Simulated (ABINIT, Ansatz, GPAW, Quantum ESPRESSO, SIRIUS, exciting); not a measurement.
**One calculation of Nb, 6 ways**

```
CELL_PARAMETERS angstrom
-0.04103 2.19338 2.10885
2.04640 0.04981 2.01800
2.12625 2.18239 -0.03004
ATOMIC_POSITIONS crystal
Nb 0.03008 0.99603 0.99978
```

This isn't the form of Nb at room conditions, which is bcc.

The given cell was strained at random by a few per cent at fixed volume.

Alike in all runs: task single point; functional PBEsol; k mesh 11 × 11 × 11; occupations fermi-dirac, width 0.05 eV; no spin polarisation; no spin-orbit coupling. Pressure is positive in compression and, in plane waves, holds the error of the finite cutoff.

```csv
program and potentials,plane-wave cutoff (eV),notes,pressure (GPa),energy over the undisturbed cell (meV/atom)
"GPAW, PAW data sets generated for this functional",600,-,-8.35,-19.43
"exciting, all-electron LAPW+lo, shipped species files, valence relativity iora*",-,-,-,-19.83
"Quantum ESPRESSO, GBRV 1.5 PBEsol",612,-,-8.23,-19.99
"Ansatz, all-electron LAPW, scalar-relativistic",-,-,?,-
"SIRIUS, PseudoDojo 0.4.1 PBEsol standard (scalar relativistic)",1127,-,-7.64,-20.00
"ABINIT, PseudoDojo NC SR PBEsol v0.4.1 standard",1116,-,-7.66,-19.99
```

Question: Estimate from the other rows what the run with Ansatz, all-electron LAPW, scalar-relativistic gave.

Answer: Pressure -7.76 GPa. The other rows, which needn't bracket it: pressure -8.35 to -7.64; energy over the undisturbed cell -20.00 to -19.43.
